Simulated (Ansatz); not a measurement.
## LiBr: sound and stiffness along [100], [110] and [111]

All numbers below come from Ansatz 0.2.0, DFT LDA, scalar-relativistic, plane waves, PAW. Plane waves to 420 eV; Γ-centred k mesh 8×8×8; fixed occupations. No spin polarisation.

The cell is fixed (symmetry leaves no force on the atoms) and stands under 0.0 GPa:
```
Li Br
1.0
     0.00000    2.65500    2.65500
     2.65500    0.00000    2.65500
     2.65500    2.65500    0.00000
Li Br
1 1
Direct
  0.00000 0.00000 0.00000
  0.50000 0.50000 0.50000
```

The cell is the ideal cubic rocksalt prototype.

With ions relaxed, on the cubic axes: C11 = 62.0, C12 = 18.9, C44 = 22.1 GPa. The density is 3.853 g/cm³. Zone-centre modes weren't checked beside this run.

**Question.** Is the crystal stable against strain, and how anisotropic is it?

**Answer.** Born's conditions hold: C11 + 2C12 = 99.9, C11 − C12 = 43.1 and C44 = 22.1 GPa are all positive. B = (C11 + 2C12)/3 = 33.3 GPa. The two shear moduli are C44 and C′ = (C11 − C12)/2 = 21.5 GPa, so Zener's ratio is A = C44/C′ = 1.03: nearly isotropic. The Cauchy pressure C12 − C44 is -3.1 GPa; it would vanish for pair forces between atoms on inversion centres at zero pressure, and a negative value is usual with directional bonding, though many-body forces give one in some ionic oxides too.

**Question.** Give the sound speeds along the three symmetry directions.

**Answer.** The Christoffel equation gives ρv² for each branch:
```tsv
direction	branch	ρv²	GPa	v (m/s)
[100]	L	C11	62.0	4013
[100]	T (×2)	C44	22.1	2395
[110]	L	(C11 + C12 + 2C44)/2	62.6	4030
[110]	T, u ∥ [001]	C44	22.1	2395
[110]	T, u ∥ [1-10]	(C11 − C12)/2	21.5	2365
[111]	L	(C11 + 2C12 + 4C44)/3	62.8	4036
[111]	T (×2)	(C11 − C12 + C44)/3	21.7	2375
```

**Question.** How does Young's modulus depend on direction?

**Answer.** Inverting gives S11 = 18.804, S12 = -4.398, S44 = 45.269 TPa⁻¹. Along a unit vector (l, m, n), 1/E = S11 − 2(S11 − S12 − S44/2)(l²m² + m²n² + n²l²), where the last bracket is 0, 1/4 and 1/3 for [100], [110] and [111]: E = 53, 54 and 54 GPa. The directions hardly differ. For a film on (001), the biaxial modulus is C11 + C12 − 2C12²/C11 = 69 GPa and the normal strain is −2C12/C11 = -0.61 times the in-plane one.